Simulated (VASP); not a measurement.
# Pt (Fm-3m) in VASP: settings compared

Aim: see how the results for Pt move with the level of theory and the settings. Levels: vdW-DF, BEEF-vdW, LDA+U, PBEsol. Tasks: relaxation of cell and atoms, relaxation of the atoms, single point.

Program: VASP 6.6.1. These are calculated values, not measurements. Logs are shortened: lines on timing, memory, paths and dates and some standing lists are left out, and cuts for length are marked.

## Step 1: The crystal as given

Symmetry: Fm-3m, No. 225, cubic system. The conventional cell has a = 3.922 Å, b = 3.922 Å, c = 3.922 Å, α = 90.00°, β = 90.00°, γ = 90.00°. Pt (site symmetry m-3m) has 12 Pt at 2.77 Å as nearest neighbours.

## Step 2: Relaxation of cell and atoms, vdW-DF

INCAR

```
SYSTEM = Pt
AGGAC = 0.0
ALGO = Fast
EDIFF = 1E-6
EDIFFG = -0.01
ENCUT = 600
GGA = RE
IBRION = 2
ISIF = 3
ISMEAR = -1
LASPH = .True.
LCHARG = .False.
LREAL = .False.
LUSE_VDW = .True.
LWAVE = .False.
NELM = 60
NSW = 40
PREC = Accurate
SIGMA = 0.05
```

KPOINTS

```
k-points
0
Gamma
  12 12 12
  0 0 0
```

POSCAR

```
Pt
1.0
    0.0000000000      1.9609000000      1.9609000000
    1.9609000000      0.0000000000      1.9609000000
    1.9609000000      1.9609000000      0.0000000000
Pt
1
Direct
    0.0000000000      0.0000000000      0.0000000000
```

Potentials or basis: VASP PAW PBE potentials, release 64 (Pt).

Command:

```sh
$ cat potpaw_PBE.64/Pt/POTCAR > POTCAR
$ mpirun -np 1 vasp_std > vasp.out
```

OUTCAR:

```text
SYSTEM = Pt
   EDIFF = 1E-6
   EDIFFG = -0.01
   ENCUT = 600
   GGA = RE
   IBRION = 2
   ISIF = 3
   ISMEAR = -1
   LASPH = .True.
   LREAL = .False.
   NELM = 60
   NSW = 40
   PREC = Accurate

 ion  position               nearest neighbor table
   1  0.000  0.000  0.000-

  LATTYP: Found a face centered cubic cell.
 ALAT       =     3.9218000000

  Lattice vectors:

 A1 = (   0.0000000000,   1.9609000000,   1.9609000000)
 A2 = (   1.9609000000,   0.0000000000,   1.9609000000)
 A3 = (   1.9609000000,   1.9609000000,   0.0000000000)

Analysis of symmetry for initial positions (statically):
=====================================================================
 Subroutine PRICEL returns:
 Original cell was already a primitive cell.

 Routine SETGRP: Setting up the symmetry group for a
 face centered cubic supercell.

 Subroutine GETGRP returns: Found 48 space group operations
 (whereof 48 operations were pure point group operations)
 out of a pool of 48 trial point group operations.

The static configuration has the point symmetry O_h .

Analysis of symmetry for dynamics (positions and initial velocities):
=====================================================================
 Subroutine PRICEL returns:
 Original cell was already a primitive cell.

 Routine SETGRP: Setting up the symmetry group for a
 face centered cubic supercell.

 Subroutine GETGRP returns: Found 48 space group operations
 (whereof 48 operations were pure point group operations)
 out of a pool of 48 trial point group operations.

The dynamic configuration has the point symmetry O_h .

 Subroutine INISYM returns: Found 48 space group operations
 (whereof 48 operations are pure point group operations),
 and found     1 'primitive' translations

----------------------------------------------------------------------------------------

                                     Primitive cell

  volume of cell :      15.0798

  direct lattice vectors                    reciprocal lattice vectors
     0.000000000  1.960900000  1.960900000    -0.254984956  0.254984956  0.254984956
     1.960900000  0.000000000  1.960900000     0.254984956 -0.254984956  0.254984956
     1.960900000  1.960900000  0.000000000     0.254984956  0.254984956 -0.254984956

  length of vectors
     2.773131374  2.773131374  2.773131374     0.441646899  0.441646899  0.441646899

  position of ions in fractional coordinates (direct lattice)
     0.000000000  0.000000000  0.000000000

  ion indices of the primitive-cell ions
   primitive index   ion index
                 1           1

----------------------------------------------------------------------------------------

 KPOINTS: k-points

Automatic generation of k-mesh.
 Grid dimensions read from file:
 generate k-points for:   12   12   12

 Generating k-lattice:

  Cartesian coordinates                     Fractional coordinates (reciprocal lattice)
    -0.021248746  0.021248746  0.021248746     0.083333333  0.000000000  0.000000000
     0.021248746 -0.021248746  0.021248746     0.000000000  0.083333333  0.000000000
     0.021248746  0.021248746 -0.021248746     0.000000000  0.000000000  0.083333333

  Length of vectors
     0.036803908  0.036803908  0.036803908

  Shift w.r.t. Gamma in fractional coordinates (k-lattice)
     0.000000000  0.000000000  0.000000000

 Subroutine IBZKPT returns following result:
 ===========================================

 Found     72 irreducible k-points:

 Following reciprocal coordinates:
            Coordinates               Weight
  0.000000  0.000000  0.000000      1.000000
  0.083333  0.000000  0.000000      8.000000
  0.166667  0.000000  0.000000      8.000000
  0.250000  0.000000  0.000000      8.000000
  0.333333  0.000000  0.000000      8.000000
  0.416667  0.000000  0.000000      8.000000
[... 16 lines left out ...]
  0.500000  0.166667  0.000000     24.000000
 -0.416667  0.166667  0.000000     24.000000
 [... further k-points ...]
   k-points           NKPTS =     72   k-points in BZ     NKDIM =     72   number of bands    NBANDS=      9
   number of dos      NEDOS =    301   number of ions     NIONS =      1
   total plane-waves  NPLWV =  13824
   dimension x,y,z NGX =    24 NGY =   24 NGZ =   24
   dimension x,y,z NGXF=    48 NGYF=   48 NGZF=   48
   ions per type =               1
   NGX,Y,Z   is equivalent  to a cutoff of  14.39, 14.39, 14.39 a.u.
   NGXF,Y,Z  is equivalent  to a cutoff of  28.78, 28.78, 28.78 a.u.
 SYSTEM =  Pt
   PREC   = accura    normal or accurate (medium, high low for compatibility)
   ISTART =      0    job   : 0-new  1-cont  2-samecut
   ICHARG =      2    charge: 1-file 2-atom 10-const
   ISPIN  =      1    spin polarized calculation?
   LNONCOLLINEAR =      F non collinear calculations
   LSORBIT =      F    spin-orbit coupling
   LASPH  =      T    aspherical Exc in radial PAW
   ENCUT  =  600.0 eV  44.10 Ry    6.64 a.u.   5.54  5.54  5.54*2*pi/ulx,y,z
   NELM   =     60;   NELMIN=  2; NELMDL= -5     # of ELM steps
   EDIFF  = 0.1E-05   stopping-criterion for ELM
   LREAL  =      F    real-space projection
   EDIFFG = -.1E-01   stopping-criterion for IOM
   NSW    =     40    number of steps for IOM
   IBRION =      2    ionic relax: 0-MD 1-quasi-New 2-CG
   NFREE  =      1    steps in history (QN), initial steepest desc. (CG)
   ISIF   =      3    stress and relaxation
   ISYM   =      2    0-nonsym 1-usesym 2-fastsym
   POTIM  = 0.5000    time-step for ionic-motion
   TEBEG  =    0.0;   TEEND  =   0.0 temperature during run
   PSTRESS=    0.0 pullay stress
   NELECT =      10.0000    total number of electrons
   NUPDOWN=      -1.0000    fix difference up-down
   EMIN   =  10.00;   EMAX   =-10.00  energy-range for DOS
   EFERMI =   0.00;   METHOD = LEGACY
   ISMEAR =    -1;   SIGMA  =   0.05  broadening in eV -4-tet -1-fermi 0-gaus
   EFERMI_NEDOS =   21; number of points for ismear=-14 and -15
   IALGO  =     68    algorithm
   IMIX   =      4    mixing-type and parameters
     AMIX     =   0.40;   BMIX     =  1.00
     AMIX_MAG =   1.60;   BMIX_MAG =  1.00
  volume/ion in A,a.u.               =      15.08       101.76
  Fermi-wavevector in a.u.,A,eV,Ry     =   1.427609  2.697791 27.729605  2.038068
  Thomas-Fermi vector in A             =   2.547760
   LORBIT       =      0    0 simple, 1 ext, 2 COOP (PROOUT), +10 PAW based schemes
   GGA     = RE    functional components
   LHFCALC =     F    Hartree Fock is set to
   AEXX    =    0.0000 exact exchange contribution
   IVDW_NL    =     1    kernel type
   BPARAM     = 6.3000
   IVDW    =     0    specifies the selected vdW correction
   LEPSILON=     F    determine dielectric tensor
   LRPA    =     F    only Hartree local field effects (RPA)
 conjugate gradient relaxation of ions
 non-spin polarized calculation
 RMM-DIIS sequential band-by-band and
  energy-cutoff  :      600.00
  volume of cell :       15.08
 maximum number of plane-waves:       531
 NGX is ok and might be reduce to    24
   NGX = 11   NGY = 11   NGZ = 11

--------------------------------------- Ionic step        1  -------------------------------------------

 number of electron      10.0000000 magnetization

 Free energy of the ion-electron system (eV)
  ---------------------------------------------------
  ext. energy  EPLUGINS =         0.00000000
  ---------------------------------------------------
  free energy    TOTEN  =        -2.53362938 eV

  energy without entropy =       -2.51847328  energy(sigma->0) =       -2.52605133

 E-fermi :  11.3563     XC(G=0): -13.2988

 val. band max:       11.3544524782   @ k =  -0.2500   0.4167   0.1667
 cond. band min:      11.3566742312   @ k =   0.4167   0.3333   0.0000
 fundamental gap:      0.0022217530
 Fermi energy:        11.3562720383

 k-point     1 :       0.0000    0.0000    0.0000
  band No.  band energies     occupation
      1       1.2809      2.00000
      2       7.5755      2.00000
      3       7.5755      2.00000
      4       7.5755      2.00000
      5       9.6987      2.00000
      6       9.6987      2.00000
      7      26.2494      0.00000
      8      31.0907      0.00000
      9      31.0907      0.00000

 k-point     2 :       0.0833    0.0000    0.0000
  band No.  band energies     occupation
      1       1.5587      2.00000
      2       7.4591      2.00000
      3       7.6828      2.00000
      4       7.6828      2.00000
      5       9.6420      2.00000
      6       9.6420      2.00000
      7      26.6727      0.00000
      8      29.8091      0.00000
      9      31.5168      0.00000

 k-point     3 :       0.1667    0.0000    0.0000
  band No.  band energies     occupation
      1       2.3276      2.00000
      2       7.2314      2.00000
      3       7.9006      2.00000
      4       7.9006      2.00000
      5       9.5985      2.00000
      6       9.5985      2.00000
      7      27.4500      0.00000
      8      27.6686      0.00000
      9      32.7018      0.00000
[... 376 lines left out ...]
 VOLUME and BASIS-vectors are now :
 -----------------------------------------------------------------------------
  energy-cutoff  :      600.00
  volume of cell :       16.42
      direct lattice vectors                 reciprocal lattice vectors
     0.000000000  2.017302676  2.017302676    -0.247855716  0.247855716  0.247855716
     2.017302676  0.000000000  2.017302676     0.247855716 -0.247855716  0.247855716
     2.017302676  2.017302676  0.000000000     0.247855716  0.247855716 -0.247855716

 POSITION                                       TOTAL-FORCE (eV/Angst)
 -----------------------------------------------------------------------------------
      0.00000      0.00000      0.00000         0.000000      0.000000     -0.000000
 -----------------------------------------------------------------------------------
    total drift:                                0.000000     -0.000000     -0.000000

  FREE ENERGIE OF THE ION-ELECTRON SYSTEM (eV)
  ---------------------------------------------------
  free  energy   TOTEN  =        -2.6160549879 eV

  energy  without entropy=       -2.5994328535  energy(sigma->0) =       -2.60774392

Total vdW correction in eV:      1.3332160

--------------------------------------- Ionic step        5  -------------------------------------------

 number of electron       9.9999999 magnetization

 Free energy of the ion-electron system (eV)
  ---------------------------------------------------
  ext. energy  EPLUGINS =         0.00000000
  ---------------------------------------------------
  free energy    TOTEN  =        -2.61607071 eV

  energy without entropy =       -2.59947214  energy(sigma->0) =       -2.60777143

 E-fermi :   9.8187     XC(G=0): -12.8009

 val. band max:        9.8160341719   @ k =  -0.2500   0.4167   0.1667
 cond. band min:       9.8208397257   @ k =  -0.4167   0.4167   0.1667
 fundamental gap:      0.0048055538
 Fermi energy:         9.8187282188

 k-point     1 :       0.0000    0.0000    0.0000
  band No.  band energies     occupation
      1       0.6422      2.00000
      2       6.5236      2.00000
      3       6.5236      2.00000
      4       6.5236      2.00000
      5       8.3707      2.00000
      6       8.3707      2.00000
      7      24.9115      0.00000
      8      29.2754      0.00000
      9      29.2754      0.00000

 k-point     2 :       0.0833    0.0000    0.0000
  band No.  band energies     occupation
      1       0.8985      2.00000
      2       6.4248      2.00000
      3       6.6185      2.00000
      4       6.6185      2.00000
      5       8.3240      2.00000
      6       8.3240      2.00000
      7      25.2723      0.00000
      8      27.9999      0.00000
      9      29.6407      0.00000

 k-point     3 :       0.1667    0.0000    0.0000
  band No.  band energies     occupation
      1       1.6129      2.00000
      2       6.2303      2.00000
      3       6.8111      2.00000
      4       6.8111      2.00000
      5       8.2921      2.00000
      6       8.2921      2.00000
      7      25.5061      0.00000
      8      26.1798      0.00000
      9      30.6325      0.00000
[... 265 lines left out ...]
 VOLUME and BASIS-vectors are now :
 -----------------------------------------------------------------------------
  energy-cutoff  :      600.00
  volume of cell :       16.39
      direct lattice vectors                 reciprocal lattice vectors
     0.000000000  2.016174622  2.016174622    -0.247994392  0.247994392  0.247994392
     2.016174622  0.000000000  2.016174622     0.247994392 -0.247994392  0.247994392
     2.016174622  2.016174622  0.000000000     0.247994392  0.247994392 -0.247994392

 POSITION                                       TOTAL-FORCE (eV/Angst)
 -----------------------------------------------------------------------------------
      0.00000      0.00000      0.00000         0.000000     -0.000000     -0.000000
 -----------------------------------------------------------------------------------
    total drift:                               -0.000000      0.000000      0.000000

  FREE ENERGIE OF THE ION-ELECTRON SYSTEM (eV)
  ---------------------------------------------------
  free  energy   TOTEN  =        -2.6160707066 eV

  energy  without entropy=       -2.5994721447  energy(sigma->0) =       -2.60777143

Total vdW correction in eV:      1.3313878

 reached required accuracy - stopping structural energy minimisation
```

Run time: 1.8 min. Hardware: 1 thread of Intel Xeon Platinum 8375C at 2.90GHz (Ice Lake), shared host; peak memory 0.27 GiB.

What came out:

| Quantity | Value |
| --- | --- |
| Free energy | -2.6161 eV |
| Relaxed volume | 16.39 Å³/atom |
| Relaxed cell | a = 2.851 Å, b = 2.851 Å, c = 2.851 Å, α = 60.00°, β = 60.00°, γ = 60.00° |
| Space group after relaxing (to 0.05 Å) | Fm-3m (No. 225) |
| Energy gained by relaxing | 82.4 meV/atom |
| Ionic steps | 5 |
| Pressure after relaxing | 0.1 GPa |
| Band gap on the k mesh | none (metal or under the smearing width) |

Step by step:
| step | energy change (eV) | largest force (eV/Å) | pressure (GPa) | volume (Å³) |
| --- | --- | --- | --- | --- |
| 1 | 0.0000 | 0.0000 | 22.03 | 15.08 |
| 2 | 0.2615 | 0.0000 | -23.92 | 20.07 |
| 3 | -0.0820 | 0.0000 | -1.29 | 16.51 |
| 4 | -0.0824 | 0.0000 | -0.25 | 16.42 |
| 5 | -0.0824 | 0.0000 | 0.10 | 16.39 |

Final structure:
```
CELL_PARAMETERS angstrom
0.00000 2.01617 2.01617
2.01617 0.00000 2.01617
2.01617 2.01617 0.00000
ATOMIC_POSITIONS crystal
Pt 0.00000 0.00000 0.00000
```

Caveat: the PAW data sets were made with another functional, which shifts forces and pressure a little. The run has no spin-orbit coupling, so splittings on Pt are missing.

## Step 3: Relaxation of cell and atoms, BEEF-vdW

INCAR

```
SYSTEM = Pt
PREC = Accurate
ENCUT = 600
EDIFF = 1E-6
ISMEAR = -1
SIGMA = 0.05
LREAL = .False.
LASPH = .True.
NELM = 60
ALGO = Normal
ISIF = 3
LWAVE = .False.
LCHARG = .False.
GGA = BF
LUSE_VDW = .True.
ZAB_VDW = -1.8867
IBRION = 2
NSW = 40
EDIFFG = -0.005
```

KPOINTS

```
regular mesh
0
Gamma
  12 12 12
  0 0 0
```

POSCAR is that of step 2.

Potentials or basis: VASP PAW PBE potentials, release 64 (Pt).

Command:

```sh
$ cat potpaw_PBE.64/Pt/POTCAR > POTCAR
$ mpirun -np 1 vasp_std > vasp.out
```

Wall time 3.7 min (1 thread of Intel Xeon Platinum 8375C at 2.90GHz (Ice Lake), shared host); peak memory 0.27 GiB.

The run converged. Its results:

```yaml
Free_energy: -3.1412 eV
Relaxed_volume: 15.93 Å³/atom
Relaxed_cell: a = 2.825 Å, b = 2.825 Å, c = 2.825 Å, α = 60.00°, β = 60.00°, γ = 60.00°
Space_group_after_relaxing_to_0.05_Å: Fm-3m (No. 225)
Energy_gained_by_relaxing: 35.6 meV/atom
Ionic_steps: 17
Pressure_after_relaxing: 0.0 GPa
Band_gap_on_the_k_mesh: none (metal or under the smearing width)
```

The path:
```csv
step,energy change (eV),largest force (eV/Å),pressure (GPa),volume (Å³)
1,0.0000,0.0000,14.20,15.08
2,0.1275,0.0000,-20.10,18.19
3,-0.0355,0.0000,-0.62,15.98
4,-0.0356,0.0000,-0.09,15.94
5,-0.0356,0.0000,0.15,15.93
6,-0.0356,0.0000,0.16,15.93
7,-0.0356,0.0000,0.17,15.93
8,-0.0356,0.0000,0.14,15.93
9,-0.0356,0.0000,0.14,15.93
10,-0.0356,0.0000,0.14,15.93
11,-0.0356,0.0000,0.14,15.93
12,-0.0356,0.0000,0.14,15.93
13,-0.0356,0.0000,0.14,15.93
14,-0.0356,0.0000,0.14,15.93
15,-0.0356,0.0000,0.14,15.93
16,-0.0356,0.0000,0.09,15.93
17,-0.0356,0.0000,0.04,15.93
```

Final structure:
```xyz
1
Lattice="0.0000 1.9973 1.9973 1.9973 0.0000 1.9973 1.9973 1.9973 0.0000" Properties=species:S:1:pos:R:3 pbc="T T T"
Pt    0.0000    0.0000    0.0000
```

Levels at points of the mesh, in eV from the Fermi level:
```tsv
k point	band 2	band 3	band 4	band 5	band 6	band 7	band 8	band 9
(0.00, 0.00, 0.00)	-3.40	-3.40	-3.40	-1.49	-1.49	14.96	19.62	19.62
(0.50, 0.00, 0.00)	-3.46	-3.46	-0.04	0.01	0.01	5.53	14.51	18.82
(0.50, 0.50, 0.00)	-5.95	-0.04	0.42	0.42	2.11	8.44	11.44	11.44
```

Caveat: the PAW data sets were made with another functional, which shifts forces and pressure a little. Spin-orbit coupling is left out, which matters for the levels of Pt.

(Continued in part 2 of 2.)
